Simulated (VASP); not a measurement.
# SnSe2 (P-3m1) in VASP: notebook

Runs on SnSe2. Level: PBE. Tasks: single point.

Program: VASP 6.6.1. These are calculated values, not measurements. Logs are shortened: lines on timing, memory, paths and dates and some standing lists are left out, and cuts for length are marked.

## 1. Starting point

Symmetry: P-3m1, No. 164, trigonal system. The conventional cell has a = 3.811 Å, b = 3.811 Å, c = 6.136 Å, α = 90.00°, β = 90.00°, γ = 120.00°. Around Sn (site symmetry -3m) lie 6 Se at 2.68 Å. Around Se (site symmetry 3m) lie 3 Sn at 2.68 Å.

## 2. Single point, PBE, spin-orbit coupling, no magnetisation

INCAR

```
ALGO = Normal ; EDIFF = 1E-7
ENCUT = 520 ; GGA = PE
GGA_COMPAT = False ; ISIF = 2
ISMEAR = 0 ; LASPH = True
LCHARG = False ; LNONCOLLINEAR = True
LORBIT = 11 ; LREAL = False
LSORBIT = True ; LWAVE = False
MAGMOM = 0 0 0 0 0 0 0 0 0 ; NBANDS = 42
NELM = 100 ; PREC = Accurate
SIGMA = 0.02
```

KPOINTS

```
k-points
0
Gamma
  6 6 3
```

POSCAR

```
SnSe2
1.0
    3.8110000000      0.0000000000      0.0000000000
   -1.9055000000      3.3004228138      0.0000000000
    0.0000000000      0.0000000000      6.1360000000
Sn Se
1 2
Direct
    0.0000000000      0.0000000000      0.0000000000
    0.6666666667      0.3333333333      0.7510000000
    0.3333333333      0.6666666667      0.2490000000
```

Potentials or basis: VASP PAW PBE potentials, release 64 (Sn_d, Se).

Command:

```
$ cat potpaw_PBE.64/Sn_d/POTCAR potpaw_PBE.64/Se/POTCAR > POTCAR
$ mpirun -np 1 vasp_ncl > vasp.out
```

OUTCAR:

```text
EDIFF = 1E-7
   ENCUT = 520
   GGA = PE
   ISIF = 2
   ISMEAR = 0
   LASPH = True
   LNONCOLLINEAR = True
   LORBIT = 11
   LREAL = False
   LSORBIT = True
   NELM = 100
   PREC = Accurate

 Found     17 irreducible k-points:

 Following reciprocal coordinates:
            Coordinates               Weight
  0.000000  0.000000  0.000000      1.000000
  0.166667 -0.000000  0.000000      6.000000
  0.333333 -0.000000  0.000000      6.000000
  0.500000  0.000000  0.000000      3.000000
  0.166667  0.166667  0.000000      6.000000
  0.333333  0.166667  0.000000     12.000000
   k-points           NKPTS =     17   k-points in BZ     NKDIM =     17   number of bands    NBANDS=     42
   number of dos      NEDOS =    301   number of ions     NIONS =      3
   total plane-waves  NPLWV =  37632
   dimension x,y,z NGX =    28 NGY =   28 NGZ =   48
   dimension x,y,z NGXF=    56 NGYF=   56 NGZF=   96
   ions per type =               1   2
   NGX,Y,Z   is equivalent  to a cutoff of  12.21, 12.21, 13.00 a.u.
   NGXF,Y,Z  is equivalent  to a cutoff of  24.43, 24.43, 26.01 a.u.
 SYSTEM =  unknown system
   PREC   = accura    normal or accurate (medium, high low for compatibility)
   ISTART =      0    job   : 0-new  1-cont  2-samecut
   ICHARG =      2    charge: 1-file 2-atom 10-const
   ISPIN  =      1    spin polarized calculation?
   LNONCOLLINEAR =      T non collinear calculations
   LSORBIT =      T    spin-orbit coupling
   LASPH  =      T    aspherical Exc in radial PAW
   ENCUT  =  520.0 eV  38.22 Ry    6.18 a.u.   7.09  7.09 11.41*2*pi/ulx,y,z
   NELM   =    100;   NELMIN=  2; NELMDL= -5     # of ELM steps
   EDIFF  = 0.1E-06   stopping-criterion for ELM
   LREAL  =      F    real-space projection
   EDIFFG = 0.1E-05   stopping-criterion for IOM
   NSW    =      0    number of steps for IOM
   IBRION =     -1    ionic relax: 0-MD 1-quasi-New 2-CG
   NFREE  =      0    steps in history (QN), initial steepest desc. (CG)
   ISIF   =      2    stress and relaxation
   ISYM   =      2    0-nonsym 1-usesym 2-fastsym
   POTIM  = 0.5000    time-step for ionic-motion
   TEBEG  =    0.0;   TEEND  =   0.0 temperature during run
   PSTRESS=    0.0 pullay stress
   NELECT =      26.0000    total number of electrons
   NUPDOWN=      -1.0000    fix difference up-down
   EMIN   =  10.00;   EMAX   =-10.00  energy-range for DOS
   EFERMI =   0.00;   METHOD = LEGACY
   ISMEAR =     0;   SIGMA  =   0.02  broadening in eV -4-tet -1-fermi 0-gaus
   EFERMI_NEDOS =   21; number of points for ismear=-14 and -15
   IALGO  =     38    algorithm
   IMIX   =      4    mixing-type and parameters
     AMIX     =   0.40;   BMIX     =  1.00
     AMIX_MAG =   1.60;   BMIX_MAG =  1.00
  volume/ion in A,a.u.               =      25.73       173.61
  Fermi-wavevector in a.u.,A,eV,Ry     =   1.139116  2.152617 17.654722  1.297585
  Thomas-Fermi vector in A             =   2.275820
   LORBIT       =     11    0 simple, 1 ext, 2 COOP (PROOUT), +10 PAW based schemes
   GGA     = PE    functional components
   LHFCALC =     F    Hartree Fock is set to
   AEXX    =    0.0000 exact exchange contribution
   IVDW    =     0    specifies the selected vdW correction
   LEPSILON=     F    determine dielectric tensor
   LRPA    =     F    only Hartree local field effects (RPA)
 Gauss-broadening in eV      SIGMA  =   0.02
  energy-cutoff  :      520.00
  volume of cell :       77.18
 maximum number of plane-waves:      4218
   NGX = 15   NGY = 15   NGZ = 23

 number of electron      26.0000006 magnetization      -0.0000000     -0.0000000      0.0000000

 number of electron      26.0000006 magnetization       0.0000000      0.0000000      0.0000000

 number of electron      26.0000006 magnetization      -0.0000000      0.0000000      0.0000000

 Free energy of the ion-electron system (eV)
  ---------------------------------------------------
  ext. energy  EPLUGINS =         0.00000000
  ---------------------------------------------------
  free energy    TOTEN  =       -11.82101978 eV

  energy without entropy =      -11.82101978  energy(sigma->0) =      -11.82101978

 E-fermi :   4.3677     XC(G=0):  -9.4514

 val. band max:        4.2301926129   @ k =   0.0000   0.0000   0.0000
 cond. band min:       4.9494694933   @ k =   0.5000   0.0000   0.3333
 fundamental gap:      0.7192768804
 Fermi energy:         4.3676988806

 k-point     1 :       0.0000    0.0000    0.0000
  band No.  band energies     occupation
      1     -17.6851      1.00000
      2     -17.6851      1.00000
      3     -17.6676      1.00000
      4     -17.6676      1.00000
      5     -16.6673      1.00000
      6     -16.6673      1.00000
[... 30 lines left out ...]
     37      13.1093      0.00000
     38      13.1093      0.00000

 k-point     2 :       0.1667   -0.0000    0.0000
  band No.  band energies     occupation
      1     -17.6839      1.00000
      2     -17.6839      1.00000
      3     -17.6690      1.00000
      4     -17.6690      1.00000
      5     -16.6666      1.00000
      6     -16.6666      1.00000
[... 30 lines left out ...]
     37      12.4476      0.00000
     38      12.4476      0.00000
[... 121 lines left out ...]
     37      11.1908      0.00000
     38      11.1908      0.00000

 k-point     6 :       0.3333    0.1667    0.0000
  band No.  band energies     occupation
      1     -17.6841      1.00000
      2     -17.6841      1.00000
      3     -17.6707      1.00000
      4     -17.6707      1.00000
      5     -16.6760      1.00000
      6     -16.6760      1.00000
[... 30 lines left out ...]
     37      12.6962      0.00000
     38      12.6962      0.00000

 [... further k-points ...]

 [bands above 38 left out]

------------------------ aborting loop because EDIFF is reached ----------------------------------------

  FORCE on cell =-STRESS in cart. coord.  units (eV):
  Direction    XX          YY          ZZ          XY          YZ          ZX
  --------------------------------------------------------------------------------------
  -------------------------------------------------------------------------------------
  Total        2.5299768      2.5299768      3.2205450      0.0000000      0.0000000     -0.0000000
  in kB       52.5210315     52.5210315     66.8568755      0.0000000      0.0000000     -0.0000000
  external PRESSURE =      57.2996462 kB  Pullay stress =       0.0000000 kB

 VOLUME and BASIS-vectors are now :
 -----------------------------------------------------------------------------
  energy-cutoff  :      520.00
  volume of cell :       77.18
      direct lattice vectors                 reciprocal lattice vectors
     3.811000000  0.000000000  0.000000000     0.262398321  0.151495741  0.000000000
    -1.905500000  3.300422814  0.000000000     0.000000000  0.302991482  0.000000000
     0.000000000  0.000000000  6.136000000     0.000000000  0.000000000  0.162972621

 POSITION                                       TOTAL-FORCE (eV/Angst)
 -----------------------------------------------------------------------------------
      0.00000      0.00000      0.00000         0.000000      0.000000      0.000000
      1.90550      1.10014      4.60814        -0.000000     -0.000000     -0.779273
     -0.00000      2.20028      1.52786         0.000000      0.000000      0.779273
 -----------------------------------------------------------------------------------
    total drift:                                0.000000      0.000000      0.000000

  FREE ENERGIE OF THE ION-ELECTRON SYSTEM (eV)
  ---------------------------------------------------
  free  energy   TOTEN  =       -11.8210197795 eV

  energy  without entropy=      -11.8210197795  energy(sigma->0) =      -11.82101978

 Spin-Orbit-Coupling matrix elements

 Ion:    1  E_soc:     -0.0906878
 l=   1
     0.0000000    -0.0091102    -0.0090503
    -0.0091102     0.0000000    -0.0091102
    -0.0090503    -0.0091102     0.0000000
 l=   2
     0.0000000    -0.0011967     0.0000000    -0.0011967    -0.0048264
    -0.0011967     0.0000000    -0.0036360    -0.0011881    -0.0011967
     0.0000000    -0.0036360     0.0000000    -0.0036360     0.0000000
    -0.0011967    -0.0011881    -0.0036360     0.0000000    -0.0011967
    -0.0048264    -0.0011967     0.0000000    -0.0011967     0.0000000
 l=   3
     0.0000000     0.0000000     0.0000000     0.0000000     0.0000000     0.0000000     0.0000000
     0.0000000     0.0000000     0.0000000     0.0000000     0.0000000     0.0000000     0.0000000
     0.0000000     0.0000000     0.0000000     0.0000000     0.0000000     0.0000000     0.0000000
     0.0000000     0.0000000     0.0000000     0.0000000     0.0000000     0.0000000     0.0000000
     0.0000000     0.0000000     0.0000000     0.0000000     0.0000000     0.0000000     0.0000000
     0.0000000     0.0000000     0.0000000     0.0000000     0.0000000     0.0000000     0.0000000
     0.0000000     0.0000000     0.0000000     0.0000000     0.0000000     0.0000000     0.0000000

 Ion:    2  E_soc:     -0.0451473
 l=   1
     0.0000000    -0.0074461    -0.0076858
    -0.0074461     0.0000000    -0.0074461
    -0.0076858    -0.0074461     0.0000000
 l=   2
     0.0000000    -0.0000002     0.0000000    -0.0000002    -0.0000028
    -0.0000002     0.0000000     0.0000019     0.0000040    -0.0000002
     0.0000000     0.0000019     0.0000000     0.0000019     0.0000000
    -0.0000002     0.0000040     0.0000019     0.0000000    -0.0000002
    -0.0000028    -0.0000002     0.0000000    -0.0000002     0.0000000
 l=   3
     0.0000000     0.0000000     0.0000000     0.0000000     0.0000000     0.0000000     0.0000000
     0.0000000     0.0000000     0.0000000     0.0000000     0.0000000     0.0000000     0.0000000
     0.0000000     0.0000000     0.0000000     0.0000000     0.0000000     0.0000000     0.0000000
     0.0000000     0.0000000     0.0000000     0.0000000     0.0000000     0.0000000     0.0000000
     0.0000000     0.0000000     0.0000000     0.0000000     0.0000000     0.0000000     0.0000000
     0.0000000     0.0000000     0.0000000     0.0000000     0.0000000     0.0000000     0.0000000
     0.0000000     0.0000000     0.0000000     0.0000000     0.0000000     0.0000000     0.0000000

 Ion:    3  E_soc:     -0.0451473
 l=   1
     0.0000000    -0.0074461    -0.0076858
    -0.0074461     0.0000000    -0.0074461
    -0.0076858    -0.0074461     0.0000000
 l=   2
     0.0000000    -0.0000002     0.0000000    -0.0000002    -0.0000028
    -0.0000002     0.0000000     0.0000019     0.0000040    -0.0000002
     0.0000000     0.0000019     0.0000000     0.0000019     0.0000000
    -0.0000002     0.0000040     0.0000019     0.0000000    -0.0000002
    -0.0000028    -0.0000002     0.0000000    -0.0000002     0.0000000
 l=   3
     0.0000000     0.0000000     0.0000000     0.0000000     0.0000000     0.0000000     0.0000000
     0.0000000     0.0000000     0.0000000     0.0000000     0.0000000     0.0000000     0.0000000
     0.0000000     0.0000000     0.0000000     0.0000000     0.0000000     0.0000000     0.0000000
     0.0000000     0.0000000     0.0000000     0.0000000     0.0000000     0.0000000     0.0000000
     0.0000000     0.0000000     0.0000000     0.0000000     0.0000000     0.0000000     0.0000000
     0.0000000     0.0000000     0.0000000     0.0000000     0.0000000     0.0000000     0.0000000
     0.0000000     0.0000000     0.0000000     0.0000000     0.0000000     0.0000000     0.0000000

 total charge

# of ion       s       p       d       tot
------------------------------------------
    1        1.051   1.064  10.117  12.232
    2        1.483   2.337   0.030   3.849
    3        1.483   2.337   0.030   3.849
--------------------------------------------------
tot          4.017   5.737  10.176  19.930

 magnetization (x)

# of ion       s       p       d       tot
------------------------------------------
    1        0.000   0.000  -0.000  -0.000
    2        0.000   0.000  -0.000   0.000
    3        0.000   0.000  -0.000  -0.000
--------------------------------------------------
tot          0.000   0.000  -0.000  -0.000

 magnetization (y)

# of ion       s       p       d       tot
------------------------------------------
    1        0.000   0.000   0.000   0.000
    2        0.000   0.000   0.000   0.000
    3        0.000   0.000   0.000   0.000
--------------------------------------------------
tot          0.000   0.000   0.000   0.000

 magnetization (z)

# of ion       s       p       d       tot
------------------------------------------
    1       -0.000   0.000   0.000  -0.000
    2        0.000   0.000   0.000   0.000
    3        0.000   0.000   0.000   0.000
--------------------------------------------------
tot         -0.000   0.000   0.000  -0.000
```

Run time: 2.9 min. Hardware: 1 thread of Intel Xeon Platinum 8375C at 2.90GHz (Ice Lake), shared host; peak memory 0.37 GiB.

The run converged, but some of its settings lie outside the range that counts as converged, so its numbers aren't taken as properties of the crystal.

What came out:

```yaml
Free_energy: -11.8210 eV
Pressure: 5.7 GPa
Largest_force: 0.779 eV/Å
Valence_electrons_inside_the_program's_atomic_spheres: Sn 12.23; Se 3.85
```

Caveat: this functional lacks dispersion, which binds the layers, so the pressure and a relaxed spacing across them are unreliable.

## 3. Single point, PBE, spin-orbit coupling, no magnetisation

Changes to INCAR since step 2:

```diff
@@ -1,3 +1,3 @@
 ALGO = Normal ; EDIFF = 1E-7
-ENCUT = 520 ; GGA = PE
+ENCUT = 400 ; GGA = PE
 GGA_COMPAT = False ; ISIF = 2
```

KPOINTS

```
k-points
0
Gamma
  7 7 4
```

POSCAR is that of step 2.

Potentials or basis: VASP PAW PBE potentials, release 64 (Sn_d, Se).

Command:

```
$ cat potpaw_PBE.64/Sn_d/POTCAR potpaw_PBE.64/Se/POTCAR > POTCAR
$ mpirun -np 1 vasp_ncl > vasp.out
```

Run time: 2 min. Hardware: 1 thread of Intel Xeon Platinum 8375C at 2.90GHz (Ice Lake), shared host; peak memory 0.33 GiB.

These settings aren't checked as converged: the numbers below hold their error.

Results:

```yaml
Free_energy: -11.8333 eV
Pressure: 5.6 GPa
Largest_force: 0.807 eV/Å
Valence_electrons_inside_the_program's_atomic_spheres: Sn 12.23; Se 3.85
```

Caveat: this functional lacks dispersion, which binds the layers, so the pressure and a relaxed spacing across them are unreliable.

## 4. For comparison

An earlier run on the cell as given: functional PBEsol; potentials or basis VASP PAW PBE potentials, release 64 (Sn_d, Se); cutoff 520 eV; k mesh 8 × 8 × 5; occupations fermi-dirac, width 0.05 eV; no spin polarisation.

* Pressure: 2.6 GPa
* Largest force: 0.622 eV/Å
* Band gap on the k mesh: 0.73 eV, indirect (least direct gap 1.00 eV)
